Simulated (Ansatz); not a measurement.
# WSe2: course of a relaxation

Level of theory: Ansatz, DFT PBE, scalar-relativistic, plane waves, PAW. Run with 420 eV cutoff, 12×12×2 k-mesh, Gaussian smearing of 0.02 eV, no spin polarisation.

What was changed: biaxial strain in the a-b plane, c and atoms relaxed: -3.0 %.

Spin–orbit coupling is left out, which can shift energies with elements as heavy as these.

Command:

```bash
ansatz run input.yaml --threads 1 --pin off --max-ram 2560MiB --backend cpu --events-out ev --progress --plain --runs-dir out
```

Input:

```yaml
crystal:
  lattice:
    - [3.2213570789, 0.0, 0.0]
    - [-1.6106785395, 2.789777065, 0.0]
    - [0.0, 0.0, 15.3146096775]
  atoms:
    - { symbol: W, position: [0.6666666667, 0.3333333333, 0.75] }
    - { symbol: W, position: [0.3333333333, 0.6666666667, 0.25] }
    - { symbol: Se, position: [0.3333333333, 0.6666666667, 0.8600514752] }
    - { symbol: Se, position: [0.6666666667, 0.3333333333, 0.3600514752] }
    - { symbol: Se, position: [0.3333333333, 0.6666666667, 0.6399485248] }
    - { symbol: Se, position: [0.6666666667, 0.3333333333, 0.1399485248] }
basis:
  ecutwfc: 420
kpoints:
  mp_grid: { grid: [12, 12, 2] }
hamiltonian:
  xc: pbe
scf:
  occupations: { method: gaussian, width: 0.02 }
output:
  forces: true
  stress: true
  eigenvalues: true
relax:
  adjacent_minimum: "off"
  f_tol: 0.008
  max_steps: 40
  cell: { stress_tol: 0.015, fix: [a, b, gamma] }
```

F is the free energy. Steps run on the plane waves of an earlier cell, but the last one, and at times one on the way, on a freshly chosen basis, so a repeated geometry can differ a little in energy. The held parts of the cell keep their stress, so P needn't end at zero.

Steps:

```csv
step,F − F(1) (eV),largest force component (eV/Å),V (Å³/atom),P (GPa)
1,0.0000,0.552,22.938,6.76
2,0.0036,0.549,22.993,1.66
3,-0.0335,0.014,22.975,4.15
4,-0.0335,0.001,22.995,4.21
5,-0.0335,0.007,23.039,4.23
6,-0.0334,0.014,23.154,4.24
7,-0.0334,0.012,23.258,4.21
8,-0.0333,0.003,23.334,4.15
9,-0.0333,0.000,23.351,4.14
10,-0.0337,0.000,23.351,4.13
```

Relaxed structure:

```yaml
crystal:
  lattice:
    - [3.22136, 0.00000, 0.00000]
    - [-1.61068, 2.78978, 0.00000]
    - [0.00000, 0.00000, 15.58978]
  atoms:
    - { symbol: W, position: [0.66667, 0.33333, 0.75000] }
    - { symbol: W, position: [0.33333, 0.66667, 0.25000] }
    - { symbol: Se, position: [0.33333, 0.66667, 0.86008] }
    - { symbol: Se, position: [0.66667, 0.33333, 0.36008] }
    - { symbol: Se, position: [0.33333, 0.66667, 0.63992] }
    - { symbol: Se, position: [0.66667, 0.33333, 0.13992] }
```

It takes space group P6_3/mmc (No. 194, hexagonal). The conventional cell has a = 3.221 Å, b = 3.221 Å, c = 15.590 Å, α = 90.00°, β = 90.00°, γ = 120.00°. W (site symmetry -6m2) has 6 Se at 2.53 Å as nearest neighbours. Around Se (site symmetry 3m) lie 3 W at 2.53 Å.

The run converged. Time: 89 s on 1 thread of Intel(R) Xeon(R) 6975P-C (Granite Rapids), with other jobs on the host, peak memory 0.57 GiB.